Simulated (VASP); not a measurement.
# Be2H (I4_1/amd) in VASP: reference runs

Aim: a first look at Be2H with PBE, on the cell as given.

All numbers are computed with VASP 6.6.1; they aren't measurements. Logs are shortened: lines on timing, memory, paths and dates and some standing lists are left out, and cuts for length are marked.

### Step 1. Starting point

It takes space group I4_1/amd (No. 141, tetragonal). Conventional cell: a = 3.094 Å, b = 3.094 Å, c = 5.765 Å, α = 90.00°, β = 90.00°, γ = 90.00°. Be (site symmetry 2/m) has 2 Be at 1.55 Å as nearest neighbours. H (site symmetry -4m2) has 8 Be at 1.87 Å and 4 H at 2.11 Å as nearest neighbours.

The cell was built by a generator and needn't be a form met in nature.

### Step 2. Single point, PBE

Input file INCAR:

```
SYSTEM = Be2H
PREC = Accurate
ENCUT = 520
EDIFF = 1E-7
ISMEAR = -1
SIGMA = 0.05
LREAL = .FALSE.
LASPH = .TRUE.
NELM = 60
ALGO = Normal
ISIF = 2
LWAVE = .FALSE.
LCHARG = .FALSE.
GGA = PE
NBANDS = 14
```

Input file KPOINTS:

```
Automatic mesh
0
G
  12 12 12
  0 0 0
```

Input file POSCAR:

```
Be2H
1.0
   -1.5471158900      1.5471158900      2.8827459400
    1.5471158900     -1.5471158900      2.8827459400
    1.5471158900      1.5471158900     -2.8827459400
Be H
4 2
Direct
    0.3750000000      0.6250000000      0.7500000000
    0.8750000000      0.6250000000      0.2500000000
    0.3750000000      0.1250000000      0.7500000000
    0.3750000000      0.6250000000      0.2500000000
    0.7500000000      0.2500000000      0.5000000000
    0.0000000000      0.0000000000      0.0000000000
```

Potentials or basis: VASP PAW PBE potentials, release 64 (Be, H).

On the command line:

```
$ cat potpaw_PBE.64/Be/POTCAR potpaw_PBE.64/H/POTCAR > POTCAR
$ mpirun -np 1 vasp_std > vasp.out
```

OUTCAR:

```text
SYSTEM = Be2H
   PREC = Accurate
   ENCUT = 520
   EDIFF = 1E-7
   ISMEAR = -1
   LREAL = .FALSE.
   LASPH = .TRUE.
   NELM = 60
   ISIF = 2
   GGA = PE

 ion  position               nearest neighbor table
   1  0.375  0.625  0.750-   2 1.55   2 1.55   4 1.81   4 1.81   3 1.81   3 1.81
   2  0.875  0.625  0.250-   1 1.55   1 1.55   4 1.81   4 1.81   3 1.81   3 1.81
   3  0.375  0.125  0.750-   4 1.55   4 1.55   1 1.81   1 1.81   2 1.81   2 1.81
   4  0.375  0.625  0.250-   3 1.55   3 1.55   1 1.81   1 1.81   2 1.81   2 1.81
   5  0.750  0.250  0.500-
   6  0.000  0.000  0.000-

  LATTYP: Found a body centered tetragonal cell.
 ALAT       =     3.0942317800
 C/A-ratio  =     1.8633031686

  Lattice vectors:

 A1 = (  -1.5471158900,   1.5471158900,   2.8827459400)
 A2 = (   1.5471158900,  -1.5471158900,   2.8827459400)
 A3 = (   1.5471158900,   1.5471158900,  -2.8827459400)

Analysis of symmetry for initial positions (statically):
=====================================================================
 Subroutine PRICEL returns:
 Original cell was already a primitive cell.

 Routine SETGRP: Setting up the symmetry group for a
 body centered tetragonal supercell.

 Subroutine GETGRP returns: Found 16 space group operations
 (whereof  8 operations were pure point group operations)
 out of a pool of 16 trial point group operations.

The static configuration has the point symmetry D_2d.
 The point group associated with its full space group is D_4h.

Analysis of symmetry for dynamics (positions and initial velocities):
=====================================================================
 Subroutine PRICEL returns:
 Original cell was already a primitive cell.

 Routine SETGRP: Setting up the symmetry group for a
 body centered tetragonal supercell.

 Subroutine GETGRP returns: Found 16 space group operations
 (whereof  8 operations were pure point group operations)
 out of a pool of 16 trial point group operations.

The dynamic configuration has the point symmetry D_2d.
 The point group associated with its full space group is D_4h.

 Subroutine INISYM returns: Found 16 space group operations
 (whereof  8 operations are pure point group operations),
 and found     1 'primitive' translations

----------------------------------------------------------------------------------------

                                     Primitive cell

  volume of cell :      27.6002

  direct lattice vectors                    reciprocal lattice vectors
    -1.547115890  1.547115890  2.882745940     0.000000000  0.323181995  0.173445739
     1.547115890 -1.547115890  2.882745940     0.323181995  0.000000000  0.173445739
     1.547115890  1.547115890 -2.882745940     0.323181995  0.323181995  0.000000000

  length of vectors
     3.619027398  3.619027398  3.619027398     0.366783351  0.366783351  0.457048361

  position of ions in fractional coordinates (direct lattice)
     0.375000000  0.625000000  0.750000000
     0.875000000  0.625000000  0.250000000
     0.375000000  0.125000000  0.750000000
     0.375000000  0.625000000  0.250000000
     0.750000000  0.250000000  0.500000000
     0.000000000  0.000000000  0.000000000

  ion indices of the primitive-cell ions
   primitive index   ion index
                 1           1
                 2           2
                 3           3
                 4           4
                 5           5
                 6           6

----------------------------------------------------------------------------------------

 KPOINTS: Automatic mesh

Automatic generation of k-mesh.
 Grid dimensions read from file:
 generate k-points for:   12   12   12

 Generating k-lattice:

  Cartesian coordinates                     Fractional coordinates (reciprocal lattice)
     0.000000000  0.026931833  0.014453812     0.083333333  0.000000000 -0.000000000
     0.026931833  0.000000000  0.014453812     0.000000000  0.083333333 -0.000000000
     0.026931833  0.026931833  0.000000000     0.000000000  0.000000000  0.083333333

  Length of vectors
     0.030565279  0.030565279  0.038087363

  Shift w.r.t. Gamma in fractional coordinates (k-lattice)
     0.000000000  0.000000000  0.000000000

 Subroutine IBZKPT returns following result:
 ===========================================

 Found    163 irreducible k-points:

 Following reciprocal coordinates:
            Coordinates               Weight
  0.000000  0.000000  0.000000      1.000000
  0.083333 -0.000000  0.000000      8.000000
  0.166667  0.000000  0.000000      8.000000
  0.250000  0.000000  0.000000      8.000000
  0.333333  0.000000  0.000000      8.000000
  0.416667 -0.000000  0.000000      8.000000
[... 16 lines left out ...]
  0.500000  0.166667  0.000000     16.000000
 -0.416667  0.166667 -0.000000     16.000000
 [... further k-points ...]
   k-points           NKPTS =    163   k-points in BZ     NKDIM =    163   number of bands    NBANDS=     14
   number of dos      NEDOS =    301   number of ions     NIONS =      6
   total plane-waves  NPLWV =  21952
   dimension x,y,z NGX =    28 NGY =   28 NGZ =   28
   dimension x,y,z NGXF=    56 NGYF=   56 NGZF=   56
   ions per type =               4   2
   NGX,Y,Z   is equivalent  to a cutoff of  12.86, 12.86, 12.86 a.u.
   NGXF,Y,Z  is equivalent  to a cutoff of  25.72, 25.72, 25.72 a.u.
 SYSTEM =  Be2H
   PREC   = accura    normal or accurate (medium, high low for compatibility)
   ISTART =      0    job   : 0-new  1-cont  2-samecut
   ICHARG =      2    charge: 1-file 2-atom 10-const
   ISPIN  =      1    spin polarized calculation?
   LNONCOLLINEAR =      F non collinear calculations
   LSORBIT =      F    spin-orbit coupling
   LASPH  =      T    aspherical Exc in radial PAW
   ENCUT  =  520.0 eV  38.22 Ry    6.18 a.u.   6.73  6.73  6.73*2*pi/ulx,y,z
   NELM   =     60;   NELMIN=  2; NELMDL= -5     # of ELM steps
   EDIFF  = 0.1E-06   stopping-criterion for ELM
   LREAL  =      F    real-space projection
   EDIFFG = 0.1E-05   stopping-criterion for IOM
   NSW    =      0    number of steps for IOM
   IBRION =     -1    ionic relax: 0-MD 1-quasi-New 2-CG
   NFREE  =      0    steps in history (QN), initial steepest desc. (CG)
   ISIF   =      2    stress and relaxation
   ISYM   =      2    0-nonsym 1-usesym 2-fastsym
   POTIM  = 0.5000    time-step for ionic-motion
   TEBEG  =    0.0;   TEEND  =   0.0 temperature during run
   PSTRESS=    0.0 pullay stress
   NELECT =      10.0000    total number of electrons
   NUPDOWN=      -1.0000    fix difference up-down
   EMIN   =  10.00;   EMAX   =-10.00  energy-range for DOS
   EFERMI =   0.00;   METHOD = LEGACY
   ISMEAR =    -1;   SIGMA  =   0.05  broadening in eV -4-tet -1-fermi 0-gaus
   EFERMI_NEDOS =   21; number of points for ismear=-14 and -15
   IALGO  =     38    algorithm
   IMIX   =      4    mixing-type and parameters
     AMIX     =   0.40;   BMIX     =  1.00
     AMIX_MAG =   1.60;   BMIX_MAG =  1.00
  volume/ion in A,a.u.               =       4.60        31.04
  Fermi-wavevector in a.u.,A,eV,Ry     =   1.167089  2.205479 18.532466  1.362098
  Thomas-Fermi vector in A             =   2.303594
   LORBIT       =      0    0 simple, 1 ext, 2 COOP (PROOUT), +10 PAW based schemes
   GGA     = PE    functional components
   LHFCALC =     F    Hartree Fock is set to
   AEXX    =    0.0000 exact exchange contribution
   IVDW    =     0    specifies the selected vdW correction
   LEPSILON=     F    determine dielectric tensor
   LRPA    =     F    only Hartree local field effects (RPA)
 non-spin polarized calculation
  energy-cutoff  :      520.00
  volume of cell :       27.60
 maximum number of plane-waves:       760
   NGX = 13   NGY = 13   NGZ = 13

 number of electron      10.0000000 magnetization

 number of electron       9.9999999 magnetization

 Free energy of the ion-electron system (eV)
  ---------------------------------------------------
  ext. energy  EPLUGINS =         0.00000000
  ---------------------------------------------------
  free energy    TOTEN  =        -9.92031128 eV

  energy without entropy =       -9.90699747  energy(sigma->0) =       -9.91365438

 E-fermi :   8.4091     XC(G=0): -11.6471

 val. band max:        8.4070309286   @ k =   0.5000   0.1667   0.0000
 cond. band min:       8.4259878136   @ k =  -0.3333  -0.4167   0.3333
 fundamental gap:      0.0189568850
 Fermi energy:         8.4090590292

 k-point     1 :       0.0000    0.0000    0.0000
  band No.  band energies     occupation
      1      -5.3349      2.00000
      2       3.0807      2.00000
      3       5.7244      2.00000
      4       7.3972      2.00000
      5       8.2850      1.84560
      6       8.2850      1.84560
      7      12.0190      0.00000
      8      14.2654      0.00000
      9      15.3897      0.00000
     10      16.7927      0.00000
     11      16.7927      0.00000
     12      18.1404      0.00000
     13      18.2270      0.00000
     14      25.8359      0.00000

 k-point     2 :       0.0833   -0.0000    0.0000
  band No.  band energies     occupation
      1      -5.2402      2.00000
      2       3.0767      2.00000
      3       5.5918      2.00000
      4       7.1635      2.00000
      5       7.7866      1.99999
      6       8.3754      1.32446
      7      12.5335      0.00000
      8      14.5867      0.00000
      9      14.8782      0.00000
     10      16.5259      0.00000
     11      17.6132      0.00000
     12      18.0797      0.00000
     13      18.4112      0.00000
     14      26.0197      0.00000
[... 343 lines left out ...]
      1      -2.4714      2.00000
      2       0.1750      2.00000
      3       3.3571      2.00000
      4       5.2063      2.00000
      5       7.3341      2.00000
      6       8.4070      1.02028
      7      11.3784      0.00000
      8      13.8948      0.00000
      9      16.8914      0.00000
     10      17.5388      0.00000
     11      18.3839      0.00000
     12      22.7243      0.00000
     13      24.1887      0.00000
     14      25.9696      0.00000

 k-point    24 :      -0.4167    0.1667   -0.0000
  band No.  band energies     occupation
      1      -3.1042      2.00000
      2       1.1275      2.00000
      3       3.5915      2.00000
      4       5.5848      2.00000
      5       6.8941      2.00000
      6       8.5770      0.06720
      7       9.9993      0.00000
      8      15.2908      0.00000
      9      17.0249      0.00000
     10      17.3585      0.00000
     11      17.9503      0.00000
     12      22.2050      0.00000
     13      22.9384      0.00000
     14      25.8590      0.00000

 [... further k-points ...]

------------------------ aborting loop because EDIFF is reached ----------------------------------------

  FORCE on cell =-STRESS in cart. coord.  units (eV):
  Direction    XX          YY          ZZ          XY          YZ          ZX
  --------------------------------------------------------------------------------------
  -------------------------------------------------------------------------------------
  Total       24.5642311     24.5642311     18.3575454      0.0000000      0.0000000      0.0000000
  in kB     1425.9414803   1425.9414803   1065.6464404      0.0000000      0.0000000      0.0000000
  external PRESSURE =    1305.8431337 kB  Pullay stress =       0.0000000 kB

 VOLUME and BASIS-vectors are now :
 -----------------------------------------------------------------------------
  energy-cutoff  :      520.00
  volume of cell :       27.60
      direct lattice vectors                 reciprocal lattice vectors
    -1.547115890  1.547115890  2.882745940     0.000000000  0.323181995  0.173445739
     1.547115890 -1.547115890  2.882745940     0.323181995  0.000000000  0.173445739
     1.547115890  1.547115890 -2.882745940     0.323181995  0.323181995  0.000000000

 POSITION                                       TOTAL-FORCE (eV/Angst)
 -----------------------------------------------------------------------------------
      1.54712      0.77356      0.72069        -0.000000     -0.000000     -0.000000
      0.00000      0.77356      3.60343        -0.000000     -0.000000     -0.000000
      0.77356      1.54712     -0.72069        -0.000000     -0.000000     -0.000000
      0.77356      0.00000      2.16206        -0.000000     -0.000000     -0.000000
     -0.00000      1.54712      1.44137        -0.000000     -0.000000      0.000000
      0.00000      0.00000      0.00000         0.000000      0.000000     -0.000000
 -----------------------------------------------------------------------------------
    total drift:                               -0.000000      0.000000      0.000000

  FREE ENERGIE OF THE ION-ELECTRON SYSTEM (eV)
  ---------------------------------------------------
  free  energy   TOTEN  =        -9.9203112835 eV

  energy  without entropy=       -9.9069974729  energy(sigma->0) =       -9.91365438
```

Run time: 40 s. Hardware: 1 thread of Intel Xeon Platinum 8488C (Sapphire Rapids), shared host; peak memory 0.18 GiB.

Results:

- Free energy: -9.9203 eV
- Pressure: 130.6 GPa
- Band gap on the k mesh: none (metal or under the smearing width)

Levels at points of the mesh, in eV from the Fermi level:
```
           k point  band 2  band 3  band 4  band 5  band 6  band 7  band 8  band 9
(0.00, 0.00, 0.00)   -5.33   -2.68   -1.01   -0.12   -0.12    3.61    5.86    6.98
(0.50, 0.00, 0.00)   -8.65   -4.90   -2.50   -0.98    2.17    3.45    3.99    8.44
(0.50, 0.50, 0.00)   -8.26   -5.10   -5.10   -3.02   -3.02    4.30    4.30    8.64
(0.50, 0.50, 0.50)  -10.54   -3.64   -3.64   -0.80   -0.80    8.27    8.27   11.63
```

Caveat: a pressure of tens of GPa on the cell as given is suspect, and the run, the potentials or the cell itself is likely at fault.
